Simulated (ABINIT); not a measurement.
Set up this calculation in ABINIT 10.8.3 (patched build), as the native input.

- Task: equation of state
- Functional: BLYP
- Potentials or basis: JTH PAW PBE v2.0
- Cutoff: 408 eV
- k mesh: 10 × 10 × 6
- Occupations: fermi-dirac, width 0.05 eV
- Spin: no spin polarisation
- Fine-grid cutoff: 816.342 eV
- Exchange and correlation inside the PAW spheres: full angular mesh (pawxcdev 0, this build's default; the released program takes 1)

The system is Ti.

```
Ti
1.0
     2.95000    0.00000    0.00000
    -1.47500    2.55477    0.00000
     0.00000    0.00000    4.68000
Ti
2
Cartesian
  1.4750 0.8516 3.5100
  0.0000 1.7032 1.1700
```

The input as run:

run.abi

```
# Datasets: one volume each
ndtset 7
getwfk -1
scalecart1 3*0.9795861087
scalecart2 3*0.9864848297
scalecart3 3*0.9932883884
scalecart4 3*1.0000000000
scalecart5 3*1.0066227096
scalecart6 3*1.0131594038
scalecart7 3*1.0196128224

# Pseudopotentials
pp_dirpath "./"
pseudos "Ti.GGA_PBE-JTH.xml"

# Structure
acell 5.5746920676 5.5746920677 8.8439182632
rprim
     1.0000000000     0.0000000000     0.0000000000
    -0.5000000000     0.8660254038     0.0000000000
     0.0000000000     0.0000000000     1.0000000000
ntypat 1
znucl 22
natom 2
typat 1 1
xred
     0.6666666667     0.3333333333     0.7500000000
     0.3333333333     0.6666666667     0.2500000000

# Plane-wave basis
ecut 15.0
pawecutdg 30.0

# k points
kptopt 1
ngkpt 10 10 6
nshiftk 1
shiftk 0.0 0.0 0.0

# Exchange and correlation
ixc -106131

# Bands and occupations
nband 16
occopt 3
tsmear 0.00183747

# SCF cycle
nstep 100
tolvrs 1.0e-9

# Output
iomode 3
prtwf 1
prtden 0
prteig 0
prtebands 0
```

Potentials or basis: JTH PAW PBE v2.0.

Run with:

```sh
$ abinit run.abi > log 2>&1
```

It gave:

```json
{
 "Equilibrium volume": "17.83 Å³/atom",
 "Bulk modulus at fixed shape and positions": "103 GPa",
 "Pressure derivative of the bulk modulus": "4.0 (rough: it moves with the points fitted)"
}
```

Caveat: pressures at fixed basis lie under the slope of the energies; the cell was scaled at fixed shape and fractional positions, which overstates the stiffness of a crystal with free parameters, most of all of layers and chains; the PAW data sets were made with another functional, which shifts forces and pressure a little.

Wall time 89 s on 1 thread of Arm Neoverse V2 (shared host), peak memory 0.14 GiB.
